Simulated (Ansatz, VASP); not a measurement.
# Two plane-wave programs on InP (e600)

INCAR

```
SYSTEM = InP
ALGO = Normal
EDIFF = 1E-6
EDIFFG = -0.002
ENCUT = 600
GGA = PE
IBRION = 2
ISIF = 3
ISMEAR = 0
LASPH = .True.
LCHARG = .False.
LREAL = .False.
LWAVE = .False.
NELM = 100
NSW = 100
PREC = Accurate
SIGMA = 0.02
```

File KPOINTS:

```
k-points
0
Gamma
  8 8 8
  0 0 0
```

The input POSCAR:

```
InP
1.0
    0.0000000000      2.9305000000      2.9305000000
    2.9305000000      0.0000000000      2.9305000000
    2.9305000000      2.9305000000      0.0000000000
In P
1 1
Direct
    0.0000000000      0.0000000000      0.0000000000
    0.2500000000      0.2500000000      0.2500000000
```

Input for Ansatz:

```yaml
crystal:
  lattice:
    - [0.0, 2.9305, 2.9305]
    - [2.9305, 0.0, 2.9305]
    - [2.9305, 2.9305, 0.0]
  atoms:
    - { symbol: In, position: [0.0, 0.0, 0.0] }
    - { symbol: P, position: [0.25, 0.25, 0.25] }
basis:
  ecutwfc: 600.0
kpoints:
  mp_grid: { grid: [8, 8, 8] }
hamiltonian:
  xc: pbe
scf:
  occupations: { method: gaussian, width: 0.02 }
output:
  forces: true
  stress: true
  eigenvalues: true
  write_density: true
  write_potential: true
  elf: true
  volumetric_format: npy
relax:
  adjacent_minimum: "off"
  f_tol: 0.002
  max_steps: 80
  cell: { stress_tol: 0.02 }
```

Alike in both runs: task relaxation of cell and atoms; functional PBE; k mesh 8 × 8 × 8; occupations gaussian, width 0.02 eV; no spin polarisation.

|  | VASP | Ansatz |
| --- | --- | --- |
| version | VASP 6.6.1 | Ansatz 0.2.0 |
| potentials or method | VASP PAW PBE potentials, release 64 (In_d, P) | scalar-relativistic, plane waves, PAW |
| plane-wave cutoff (eV) | 600 | 600 |
| valence electrons in the cell | 18 | 18 |

```csv
,VASP,Ansatz,Ansatz less VASP
"gap on the k mesh at the Fermi level, each at its own relaxed structure (eV)",0.44,0.44,+0.002
relaxed volume (Å³/atom),26.44,26.45,+0.007
relaxed cell length with the largest relative difference (Å),4.213,4.214,+0.0004
energy change over the relaxation (meV/atom),-13,-13,-0.2
```

Caveats: spin-orbit coupling is left out, which moves the levels of the heavy elements. Zero-point motion and thermal expansion aren't in these numbers. PBE usually gives volumes a little too large and moduli too small.
